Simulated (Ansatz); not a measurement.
MgO (rocksalt), relaxed with r2SCAN in Ansatz. The symmetry is Fm-3m (No. 225, cubic); a = 4.204 Å in the conventional setting, 9.29 Å³ an atom. Mg is surrounded by 6 O at 2.10 Å; O is surrounded by 6 Mg at 2.10 Å.

The axes x, y and z are those of this cell:
```
CELL_PARAMETERS angstrom
0.00000 2.10217 2.10217
2.10217 0.00000 2.10217
2.10217 2.10217 0.00000
ATOMIC_POSITIONS crystal
Mg 0.00000 0.00000 0.00000
O 0.50000 0.50000 0.50000
```

Unstrained: The PBE gap is direct at Γ: 4.797 eV. r2SCAN gives a direct gap of 5.685 eV at Γ. With HSE06 the gap is 6.541 eV and direct, at Γ. Meshes: PBE 10×10×10, r2SCAN 10×10×10, HSE06 8×8×8. Strains are changes of length per length, and xy shears are angles. After each strain the atoms were relaxed again with r2SCAN within the symmetry that the strain leaves, so tilts or polar shifts that break it weren't tested; points keep the names that they have in the unstrained zone. No spin polarisation and no zero-point or thermal motion.

**Question.** Estimate what xy shear, engineering strain (angle) +5.36 % does to the gap.

**Answer.** PBE: the gap goes from 4.797 to 4.557 eV (-0.240 eV); with r2SCAN the top three valence levels at Γ, degenerate before, become 1+1+1 from the top over 409 meV. r2SCAN: the gap goes from 5.685 to 5.440 eV (-0.245 eV). HSE06: the gap goes from 6.541 to 6.303 eV (-0.238 eV). The r2SCAN energy rises by 13.1 meV an atom.

**Question.** Apply uniaxial -0.35 % along x, other directions held. How far does the gap move, against the unstrained cell?

**Answer.** PBE: the gap goes from 4.797 to 4.829 eV (+0.032 eV). r2SCAN: the gap goes from 5.685 to 5.718 eV (+0.033 eV). HSE06: the gap goes from 6.541 to 6.576 eV (+0.035 eV). The r2SCAN energy rises by 0.1 meV an atom.

**Question.** Estimate what epitaxial -0.34 % in the xy plane, free normal strain +0.21 % does to the gap.

**Answer.** PBE: the gap goes from 4.797 to 4.835 eV (+0.038 eV); with r2SCAN the top three valence levels at Γ, degenerate before, become 1+2 from the top over 12 meV. r2SCAN: the gap goes from 5.685 to 5.725 eV (+0.040 eV). HSE06: the gap goes from 6.541 to 6.581 eV (+0.040 eV). The r2SCAN energy rises by 0.2 meV an atom.

The meshes of the hybrids are coarse, so their gaps aren't converged to the digits shown.

The splittings at Γ are without spin-orbit coupling, which regroups them where it is of like size or larger.
